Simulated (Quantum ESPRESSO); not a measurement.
# BaS (Fm-3m) in Quantum ESPRESSO: a series of runs

One crystal, BaS, is run at these levels: PBE, LDA, PBEsol; tasks: band structure.

All numbers are computed with Quantum ESPRESSO 7.5; they aren't measurements. Logs are shortened: lines on timing, memory, paths and dates and some standing lists are left out, and cuts for length are marked.

**The experiment to reproduce.**

A printed reference work, monograph, original work of 1988 reports, for a bulk crystal of BaS at 2 K: band gap 3.806 eV (indirect).

How close the calculation comes is told below.

## Step 1: The crystal as given

It takes space group Fm-3m (No. 225, cubic). The conventional cell has a = 6.388 Å, b = 6.388 Å, c = 6.388 Å, α = 90.00°, β = 90.00°, γ = 90.00°. Ba (site symmetry m-3m) has 6 S at 3.19 Å as nearest neighbours. S (site symmetry m-3m) is surrounded by 6 Ba at 3.19 Å.

## Step 2: Band structure, PBE, spin-orbit coupling, no magnetisation

File pw.in:

```
&CONTROL
  calculation = 'scf'
  prefix = 'pwscf'
  outdir = './tmp'
  pseudo_dir = './pseudo'
  tprnfor = .true.
  tstress = .true.
  disk_io = 'low'
/
&SYSTEM
  ibrav = 0
  nat = 2
  ntyp = 2
  ecutwfc = 52
  nbnd = 28
  occupations = 'smearing'
  smearing = 'fd'
  degauss = 0.00367493
  noncolin = .true.
  lspinorb = .true.
/
&ELECTRONS
  conv_thr = 4d-10
  electron_maxstep = 120
  mixing_beta = 0.5
/
ATOMIC_SPECIES
Ba   137.3270 Ba.upf
S     32.0600 S.upf
CELL_PARAMETERS angstrom
   0.0000000000    3.1937500000    3.1937500000
   3.1937500000    0.0000000000    3.1937500000
   3.1937500000    3.1937500000    0.0000000000
ATOMIC_POSITIONS angstrom
Ba     0.0000000000    0.0000000000    0.0000000000
S      3.1937500000    3.1937500000    3.1937500000
K_POINTS automatic
7 7 7 0 0 0
```

File bands.in:

```
&CONTROL
  calculation = 'bands'
  prefix = 'pwscf'
  outdir = './tmp'
  pseudo_dir = './pseudo'
  disk_io = 'low'
  verbosity = 'high'
/
&SYSTEM
  ibrav = 0
  nat = 2
  ntyp = 2
  ecutwfc = 52
  nbnd = 28
  occupations = 'smearing'
  smearing = 'fd'
  degauss = 0.00367493
  noncolin = .true.
  lspinorb = .true.
/
&ELECTRONS
  conv_thr = 1d-08
  electron_maxstep = 120
  mixing_beta = 0.5
  diago_full_acc = .true.
/
ATOMIC_SPECIES
Ba   137.3270 Ba.upf
S     32.0600 S.upf
CELL_PARAMETERS angstrom
   0.0000000000    3.1937500000    3.1937500000
   3.1937500000    0.0000000000    3.1937500000
   3.1937500000    3.1937500000    0.0000000000
ATOMIC_POSITIONS angstrom
Ba     0.0000000000    0.0000000000    0.0000000000
S      3.1937500000    3.1937500000    3.1937500000
K_POINTS crystal
60
 0.0000000000  0.0000000000  0.0000000000 1
 0.0625000000  0.0000000000  0.0625000000 1
 0.1250000000  0.0000000000  0.1250000000 1
 0.1875000000  0.0000000000  0.1875000000 1
 0.2500000000  0.0000000000  0.2500000000 1
 0.3125000000  0.0000000000  0.3125000000 1
 0.3750000000  0.0000000000  0.3750000000 1
 0.4375000000  0.0000000000  0.4375000000 1
 0.5000000000  0.0000000000  0.5000000000 1
 0.5000000000  0.0625000000  0.5625000000 1
 0.5000000000  0.1250000000  0.6250000000 1
 0.5000000000  0.1875000000  0.6875000000 1
 0.5000000000  0.2500000000  0.7500000000 1
 0.4375000000  0.3125000000  0.7500000000 1
 0.3750000000  0.3750000000  0.7500000000 1
 0.3375000000  0.3375000000  0.6750000000 1
 0.3000000000  0.3000000000  0.6000000000 1
 0.2625000000  0.2625000000  0.5250000000 1
 0.2250000000  0.2250000000  0.4500000000 1
 0.1875000000  0.1875000000  0.3750000000 1
 0.1500000000  0.1500000000  0.3000000000 1
 0.1125000000  0.1125000000  0.2250000000 1
 0.0750000000  0.0750000000  0.1500000000 1
 0.0375000000  0.0375000000  0.0750000000 1
 0.0000000000  0.0000000000  0.0000000000 1
 0.0625000000  0.0625000000  0.0625000000 1
 0.1250000000  0.1250000000  0.1250000000 1
 0.1875000000  0.1875000000  0.1875000000 1
 0.2500000000  0.2500000000  0.2500000000 1
 0.3125000000  0.3125000000  0.3125000000 1
 0.3750000000  0.3750000000  0.3750000000 1
 0.4375000000  0.4375000000  0.4375000000 1
 0.5000000000  0.5000000000  0.5000000000 1
 0.5250000000  0.4500000000  0.5250000000 1
 0.5500000000  0.4000000000  0.5500000000 1
 0.5750000000  0.3500000000  0.5750000000 1
 0.6000000000  0.3000000000  0.6000000000 1
 0.6250000000  0.2500000000  0.6250000000 1
 0.5833333333  0.2500000000  0.6666666667 1
 0.5416666667  0.2500000000  0.7083333333 1
 0.5000000000  0.2500000000  0.7500000000 1
 0.5000000000  0.2857142857  0.7142857143 1
 0.5000000000  0.3214285714  0.6785714286 1
 0.5000000000  0.3571428571  0.6428571429 1
 0.5000000000  0.3928571429  0.6071428571 1
 0.5000000000  0.4285714286  0.5714285714 1
 0.5000000000  0.4642857143  0.5357142857 1
 0.5000000000  0.5000000000  0.5000000000 1
 0.4821428571  0.4821428571  0.5357142857 1
 0.4642857143  0.4642857143  0.5714285714 1
 0.4464285714  0.4464285714  0.6071428571 1
 0.4285714286  0.4285714286  0.6428571429 1
 0.4107142857  0.4107142857  0.6785714286 1
 0.3928571429  0.3928571429  0.7142857143 1
 0.3750000000  0.3750000000  0.7500000000 1
 0.6250000000  0.2500000000  0.6250000000 1
 0.5937500000  0.1875000000  0.5937500000 1
 0.5625000000  0.1250000000  0.5625000000 1
 0.5312500000  0.0625000000  0.5312500000 1
 0.5000000000  0.0000000000  0.5000000000 1
```

Potentials or basis: PseudoDojo 0.4 FR PBE standard.

Command:

```bash
> OMP_NUM_THREADS=1 pw.x -in pw.in > pw.out
> OMP_NUM_THREADS=1 pw.x -in bands.in > bands.out
```

pw.out:

```text
This program is part of the open-source Quantum ESPRESSO suite
     for quantum simulation of materials; please cite
         "P. Giannozzi et al., J. Phys.:Condens. Matter 21 395502 (2009);
         "P. Giannozzi et al., J. Phys.:Condens. Matter 29 465901 (2017);
         "P. Giannozzi et al., J. Chem. Phys. 152 154105 (2020);
     in publications or presentations arising from this work. More details at

     Message from routine setup:
     using ibrav=0 with symmetry is DISCOURAGED, use correct ibrav instead

     G-vector sticks info
     --------------------
     sticks:   dense  smooth     PW     G-vecs:    dense   smooth      PW
     Sum        1039    1039    313                22219    22219    3647

     Using Slab Decomposition

     bravais-lattice index     =            0
     lattice parameter (alat)  =       8.5352  a.u.
     unit-cell volume          =     439.6725 (a.u.)^3
     number of atoms/cell      =            2
     number of atomic types    =            2
     number of electrons       =        16.00
     number of Kohn-Sham states=           28
     kinetic-energy cutoff     =      52.0000  Ry
     charge density cutoff     =     208.0000  Ry
     scf convergence threshold =      4.0E-10
     mixing beta               =       0.5000
     number of iterations used =            8  plain     mixing
     Exchange-correlation= PBE
                           (   1   4   3   4   0   0   0)
     Non magnetic calculation with spin-orbit

     celldm(1)=   8.535221  celldm(2)=   0.000000  celldm(3)=   0.000000
     celldm(4)=   0.000000  celldm(5)=   0.000000  celldm(6)=   0.000000

[... 8 lines left out ...]
               b(3) = (  0.707107  0.707107 -0.707107 )

     PseudoPot. # 1 for Ba read from file:
     Ba.upf
     Pseudo is Norm-conserving + core correction, Zval = 10.0
     Generated using ONCVPSP code by D. R. Hamann
     Using radial grid of 1958 points, 10 beta functions with:
                l(1) =   0
                l(2) =   0
                l(3) =   1
                l(4) =   1
                l(5) =   1
                l(6) =   1
                l(7) =   2
                l(8) =   2
                l(9) =   2
               l(10) =   2

     PseudoPot. # 2 for S  read from file:
     S.upf
     Pseudo is Norm-conserving + core correction, Zval =  6.0
     Generated using ONCVPSP code by D. R. Hamann
     Using radial grid of 1146 points, 10 beta functions with:
                l(1) =   0
                l(2) =   0
                l(3) =   1
                l(4) =   1
                l(5) =   1
                l(6) =   1
                l(7) =   2
                l(8) =   2
                l(9) =   2
               l(10) =   2

     atomic species   valence    mass     pseudopotential
     Ba               10.00   137.32700     Ba( 1.00)
     S                 6.00    32.06000     S ( 1.00)

     48 Sym. Ops., with inversion, found

   Cartesian axes

     site n.     atom                  positions (alat units)
         1        Ba     tau(   1) = (   0.0000000   0.0000000   0.0000000  )
         2        S      tau(   2) = (   0.7071068   0.7071068   0.7071068  )

     number of k points=    20  Fermi-Dirac smearing, width (Ry)=  0.0037
                       cart. coord. in units 2pi/alat
        k(    1) = (   0.0000000   0.0000000   0.0000000), wk =   0.0029155
        k(    2) = (   0.1010153   0.1010153  -0.1010153), wk =   0.0233236
        k(    3) = (   0.2020305   0.2020305  -0.2020305), wk =   0.0233236
        k(    4) = (   0.3030458   0.3030458  -0.3030458), wk =   0.0233236
        k(    5) = (   0.2020305  -0.0000000   0.0000000), wk =   0.0174927
        k(    6) = (   0.3030458   0.1010153  -0.1010153), wk =   0.0699708
[... 12 lines left out ...]
        k(   19) = (  -0.1010153  -0.5050763   0.7071068), wk =   0.0699708
        k(   20) = (   0.0000000  -0.4040610   0.6060915), wk =   0.0699708

     Dense  grid:    22219 G-vectors     FFT dimensions: (  40,  40,  40)

     Initial potential from superposition of free atoms

     starting charge      15.9834, renormalised to      16.0000
     Starting wfcs are   18 randomized atomic wfcs +   10 random wfcs

     Self-consistent Calculation

     iteration #  1     ecut=    52.00 Ry     beta= 0.50
     Davidson diagonalization with overlap
     ethr =  1.00E-02,  avg # of iterations =  8.3

     Threshold (ethr) on eigenvalues was too large:
     Diagonalizing with lowered threshold

     Davidson diagonalization with overlap
     ethr =  8.38E-04,  avg # of iterations =  2.0

     total energy              =     -78.55627863 Ry
     estimated scf accuracy    <       0.13273640 Ry

     iteration #  2     ecut=    52.00 Ry     beta= 0.50
     Davidson diagonalization with overlap
     ethr =  8.30E-04,  avg # of iterations =  2.2
[... 50 lines left out ...]
     total energy              =     -78.59140586 Ry
     estimated scf accuracy    <          9.3E-10 Ry

     iteration # 10     ecut=    52.00 Ry     beta= 0.50
     Davidson diagonalization with overlap
     ethr =  5.80E-12,  avg # of iterations =  2.0

     End of self-consistent calculation

          k = 0.0000 0.0000 0.0000 (  2733 PWs)   bands (ev):

   -20.1134 -20.1134  -6.6154  -6.6154  -4.5576  -4.5576  -4.5576  -4.5576
    -4.4364  -4.4364   5.8012   5.8012   5.9422   5.9422   5.9422   5.9422
     9.5249   9.5249   9.7793   9.7793   9.7793   9.7793   9.8461   9.8461
    10.7328  10.7328  10.7328  10.7328

          k = 0.1010 0.1010-0.1010 (  2761 PWs)   bands (ev):

   -20.1050 -20.1050  -6.6810  -6.6810  -4.9976  -4.9976  -4.5654  -4.5654
    -3.9214  -3.9214   5.3827   5.3827   5.6122   5.6122   5.6763   5.6763
     9.8025   9.8025  10.0828  10.0828  10.1220  10.1220  10.2780  10.2780
    11.2999  11.2999  11.3143  11.3143
[... 92 lines left out ...]
          k =-0.0000-0.6061 0.6061 (  2802 PWs)   bands (ev):

   -20.0553 -20.0553  -6.8557  -6.8557  -5.0978  -5.0978  -4.8709  -4.8709
    -4.0580  -4.0580   5.3257   5.3257   5.4652   5.4652   5.6153   5.6153
     8.4678   8.4678  12.3183  12.3183  12.3407  12.3407  12.6519  12.6519
    13.1774  13.1774  13.5100  13.5100

          k = 0.4041 0.2020 0.0000 (  2780 PWs)   bands (ev):

   -20.0731 -20.0731  -6.8598  -6.8598  -5.3232  -5.3232  -4.6899  -4.6899
    -3.5252  -3.5252   4.5348   4.5348   5.1403   5.1403   5.5730   5.5730
     9.3134   9.3134  11.2035  11.2035  11.8189  11.8189  12.2366  12.2366
    12.5862  12.5862  14.3287  14.3287

          k =-0.2020-0.4041 0.6061 (  2790 PWs)   bands (ev):

   -20.0619 -20.0619  -6.9085  -6.9085  -5.3823  -5.3823  -4.7508  -4.7508
    -3.4742  -3.4742   4.5377   4.5377   5.0482   5.0482   5.3233   5.3233
    10.0144  10.0144  11.1632  11.1632  12.3466  12.3466  12.5758  12.5758
    13.7436  13.7436  14.8072  14.8076
[... 8 lines left out ...]
          k = 0.0000-0.4041 0.6061 (  2777 PWs)   bands (ev):

   -20.0560 -20.0560  -6.8854  -6.8854  -5.2802  -5.2802  -4.8826  -4.8826
    -3.6722  -3.6722   4.7765   4.7765   5.2997   5.2997   5.4353   5.4353
     9.8469   9.8469  10.7539  10.7539  12.3384  12.3384  12.9978  12.9978
    13.1669  13.1669  15.0727  15.0727

     the Fermi energy is     7.0916 ev

!    total energy              =     -78.59140586 Ry
     estimated scf accuracy    <          5.5E-13 Ry
     smearing contrib. (-TS)   =      -0.00000000 Ry
     internal energy E=F+TS    =     -78.59140586 Ry

     The total energy is F=E-TS. E is the sum of the following terms:
     one-electron contribution =      -5.47495543 Ry
     hartree contribution      =       9.20001733 Ry
     xc contribution           =     -19.82515933 Ry
     ewald contribution        =     -62.49130843 Ry

     convergence has been achieved in  10 iterations

     Forces acting on atoms (cartesian axes, Ry/au):

     atom    1 type  1   force =     0.00000000    0.00000000    0.00000000
     atom    2 type  2   force =     0.00000000    0.00000000    0.00000000

     Total force =     0.000000     Total SCF correction =     0.000000

     Computing stress (Cartesian axis) and pressure

          total   stress  (Ry/bohr**3)                   (kbar)     P=       11.26
   0.00007654   0.00000000   0.00000000           11.26        0.00        0.00
   0.00000000   0.00007654   0.00000000            0.00       11.26        0.00
   0.00000000   0.00000000   0.00007654            0.00        0.00       11.26

=------------------------------------------------------------------------------=
   JOB DONE.
=------------------------------------------------------------------------------=
```

It took 3.2 min on 1 thread of Arm Neoverse V1, shared host; peak memory 0.19 GiB.

Results:

| Item | Value |
| --- | --- |
| Free energy | -1069.2906 eV |
| Pressure | 1.1 GPa |
| Band gap on the k mesh | 2.16 eV, indirect (least direct gap 2.26 eV) |
| Band gap along the path | 2.10 eV, indirect (least direct gap 2.19 eV) |

Levels at the corners of the path, in eV from the valence-band top:
```
point  band 14  band 15  band 16  band 17  band 18  band 19
    Γ     0.00     0.00     0.00     3.58     3.58     3.84
    X    -0.23    -0.09    -0.09     2.10     2.10     5.92
    W    -0.58    -0.44    -0.44     4.24     4.24     4.27
    K    -0.64    -0.54    -0.54     3.27     3.27     5.93
    Γ     0.00     0.00     0.00     3.58     3.58     3.84
    L    -1.12    -1.09    -1.09     5.53     5.53     5.61
    U    -0.64    -0.54    -0.54     3.27     3.27     5.93
    W    -0.58    -0.44    -0.44     4.24     4.24     4.27
    L    -1.12    -1.09    -1.09     5.53     5.53     5.61
    K    -0.64    -0.54    -0.54     3.27     3.27     5.93
    U    -0.64    -0.54    -0.54     3.27     3.27     5.93
    X    -0.23    -0.09    -0.09     2.10     2.10     5.92
```

## Step 3: Band structure, LDA

File pw.in:

```
&CONTROL
  calculation = 'scf'
  prefix = 'pwscf'
  outdir = './tmp'
  pseudo_dir = './pseudo'
  tprnfor = .true.
  tstress = .true.
  disk_io = 'low'
/
&SYSTEM
  ibrav = 0
  A = 4.51664456
  nat = 2
  ntyp = 2
  ecutwfc = 54
  nbnd = 14
  occupations = 'smearing'
  smearing = 'fd'
  degauss = 0.00367493
/
&ELECTRONS
  conv_thr = 4d-10
  electron_maxstep = 120
  mixing_beta = 0.5
/
ATOMIC_SPECIES
Ba   137.3270 Ba.upf
S     32.0600 S.upf
CELL_PARAMETERS alat
   0.0000000000    0.7071067819    0.7071067819
   0.7071067819    0.0000000000    0.7071067819
   0.7071067819    0.7071067819    0.0000000000
ATOMIC_POSITIONS alat
Ba     0.0000000000    0.0000000000    0.0000000000
S      0.7071067819    0.7071067819    0.7071067819
K_POINTS automatic
7 7 7 0 0 0
```

bands.in: that of step 2 with these lines changed.

```diff
@@ -10,6 +10,7 @@
   ibrav = 0
+  A = 4.51664456
   nat = 2
   ntyp = 2
-  ecutwfc = 52
-  nbnd = 28
+  ecutwfc = 54
+  nbnd = 14
   occupations = 'smearing'
@@ -17,4 +18,2 @@
   degauss = 0.00367493
-  noncolin = .true.
-  lspinorb = .true.
 /
@@ -29,9 +28,9 @@
 S     32.0600 S.upf
-CELL_PARAMETERS angstrom
-   0.0000000000    3.1937500000    3.1937500000
-   3.1937500000    0.0000000000    3.1937500000
-   3.1937500000    3.1937500000    0.0000000000
-ATOMIC_POSITIONS angstrom
+CELL_PARAMETERS alat
+   0.0000000000    0.7071067819    0.7071067819
+   0.7071067819    0.0000000000    0.7071067819
+   0.7071067819    0.7071067819    0.0000000000
+ATOMIC_POSITIONS alat
 Ba     0.0000000000    0.0000000000    0.0000000000
-S      3.1937500000    3.1937500000    3.1937500000
+S      0.7071067819    0.7071067819    0.7071067819
 K_POINTS crystal
```

Potentials or basis: PseudoDojo 0.4.1 SR LDA standard.

Command:

```bash
> OMP_NUM_THREADS=1 pw.x -in pw.in > pw.out
> OMP_NUM_THREADS=1 pw.x -in bands.in > bands.out
```

Wall time 38 s (1 thread of Arm Neoverse V1, shared host); peak memory 0.09 GiB.

It converged, with:

```
Free energy             : -1071.6992 eV
Pressure                : -2.2 GPa
Band gap on the k mesh  : 2.01 eV, indirect (least direct gap 2.15 eV)
Band gap along the path : 1.95 eV, indirect (least direct gap 2.08 eV)
```

Levels at the corners of the path, in eV from the valence-band top:
| point | band 5 | band 6 | band 7 | band 8 | band 9 | band 10 | band 11 | band 12 |
| --- | --- | --- | --- | --- | --- | --- | --- | --- |
| Γ | -10.31 | 0.00 | 0.00 | 0.00 | 3.32 | 3.75 | 3.75 | 3.75 |
| X | -10.21 | -0.52 | -0.13 | -0.13 | 1.95 | 5.86 | 5.90 | 7.46 |
| W | -9.66 | -1.13 | -0.49 | -0.49 | 4.14 | 4.14 | 6.22 | 6.76 |
| K | -9.70 | -0.97 | -0.60 | -0.54 | 3.14 | 5.82 | 6.52 | 6.67 |
| Γ | -10.31 | 0.00 | 0.00 | 0.00 | 3.32 | 3.75 | 3.75 | 3.75 |
| L | -9.05 | -1.99 | -1.08 | -1.08 | 5.43 | 5.45 | 6.23 | 6.23 |
| U | -9.70 | -0.97 | -0.60 | -0.54 | 3.14 | 5.82 | 6.52 | 6.67 |
| W | -9.66 | -1.13 | -0.49 | -0.49 | 4.14 | 4.14 | 6.22 | 6.76 |
| L | -9.05 | -1.99 | -1.08 | -1.08 | 5.43 | 5.45 | 6.23 | 6.23 |
| K | -9.70 | -0.97 | -0.60 | -0.54 | 3.14 | 5.82 | 6.52 | 6.67 |
| U | -9.70 | -0.97 | -0.60 | -0.54 | 3.14 | 5.82 | 6.52 | 6.67 |
| X | -10.21 | -0.52 | -0.13 | -0.13 | 1.95 | 5.86 | 5.90 | 7.46 |

Caveat: this release of the barium file is off; spin-orbit coupling is left out, which moves the levels of the heavy elements. A hybrid or GW would open this gap; LDA tends to underestimate it.

(Part 1 of 2 ends here.)
